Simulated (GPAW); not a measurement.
Runs of GPAW 26.7.0 on Nb. Symmetry: Im-3m, No. 229, cubic system. The conventional cell has a = 3.328 Å, b = 3.328 Å, c = 3.328 Å, α = 90.00°, β = 90.00°, γ = 90.00°. Nb (site symmetry m-3m) has 8 Nb at 2.88 Å as nearest neighbours. 

```csv
task,level,potentials or basis,spin,k mesh,band path,band points,eigensolver,data set,mesh quality,V0 of scaled cells (Å³/atom),B0 (GPa)
equation of state,BEEF-vdW,"GPAW PAW data sets (gpaw-data 1.2.1), pw",off,11 × 11 × 11,-,-,-,-,not flagged,18.32,(b)
equation of state,optPBE-vdW,"GPAW PAW data sets (gpaw-data 1.2.1), pw",off,11 × 11 × 11,-,-,-,-,not flagged,18.46,167
equation of state,PBEsol,"PAW data sets generated in the run's folder for this functional, pw",off,11 × 11 × 11,-,-,-,-,not flagged,(a),181
equation of state,WC,"PAW data sets generated in the run's folder for this functional, pw",off,11 × 11 × 11,-,-,-,-,not flagged,17.61,181
equation of state,BLYP+D4,"PAW data sets generated in the run's folder for this functional, pw",off,11 × 11 × 11,-,-,davidson,-,not flagged,(c),165
equation of state,PBE,"GPAW PAW data sets (gpaw-data 1.2.1), other valence, pw",off,11 × 11 × 11,-,-,-,Nb 5,not flagged,18.30,176
```

Alike in all rows: cell as given; cutoff (eV) 600; smearing fermi-dirac 0.05 eV.

Q: Estimate the missing entries.

A: (a) 17.52; (b) 173; (c) 18.18.

Caveats: the PAW data sets were made with another functional, which shifts forces and pressure a little (some runs).
